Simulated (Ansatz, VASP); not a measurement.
# Two plane-wave programs on Cu

```
Cu
1.0
     0.00000    1.83284    1.83284
     1.83284    0.00000    1.83284
     1.83284    1.83284    0.00000
Cu
1
Direct
  0.00000 0.00000 0.00000
```

Alike in both runs: task single point; functional PBE; k mesh 20 × 20 × 20; occupations gaussian, width 0.1 eV; no spin polarisation.

```csv
,VASP,Ansatz
version,VASP 6.6.1,Ansatz 0.2.0
potentials or method,"VASP PAW PBE potentials, release 64 (Cu)","scalar-relativistic, plane waves, PAW"
plane-wave cutoff (eV),520,420
valence electrons in the cell,11,19
```

Ansatz gave:

* gap on the k mesh at the Fermi level (eV): none
* pressure (GPa): -3.9

Task: Which values does VASP return?

Result: gap on the k mesh at the Fermi level (eV): none; pressure (GPa): -3.3.

A gap of «none» marks a metal or a gap that the smearing closes. The two sets of potentials don't hold the same shells in valence.
